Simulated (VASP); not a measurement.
Crystal: HfO2.

```
Hf O
1.0
     5.55640    0.00000    0.00000
     0.00000    3.33360    0.00000
     0.00000    0.00000    6.50500
Hf O
4 8
Direct
  0.74868 0.75000 0.60787
  0.25132 0.25000 0.39213
  0.24868 0.75000 0.89213
  0.75132 0.25000 0.10787
  0.63950 0.25000 0.42340
  0.36050 0.75000 0.57660
  0.13950 0.25000 0.07660
  0.86050 0.75000 0.92340
  0.52079 0.25000 0.84145
  0.47921 0.75000 0.15855
  0.02079 0.25000 0.65855
  0.97921 0.75000 0.34145
```

Measurements of this composition are mostly on another form, of space group No. 14.

Base run:

```yaml
Program: VASP 6.6.1
Functional: BLYP
Potentials_or_basis: VASP PAW PBE potentials, release 64 (Hf_pv, O)
Cutoff: 520 eV
k_mesh: 5 × 8 × 4
Occupations: fermi-dirac, width 0.05 eV
Spin: no spin polarisation
```

Its results: band gap on the k mesh 3.52 eV, direct.

The run is repeated on the same cell with these changes: functional from BLYP to revPBE; further incar settings from ALGO = Fast; EDIFF = 1e-07 to ALGO = Normal; EDIFF = 1e-06. What comes out?

Band gap on the k mesh 3.45 eV, direct.

Caveats: spin-orbit coupling is left out, which moves the levels of the heavy elements.
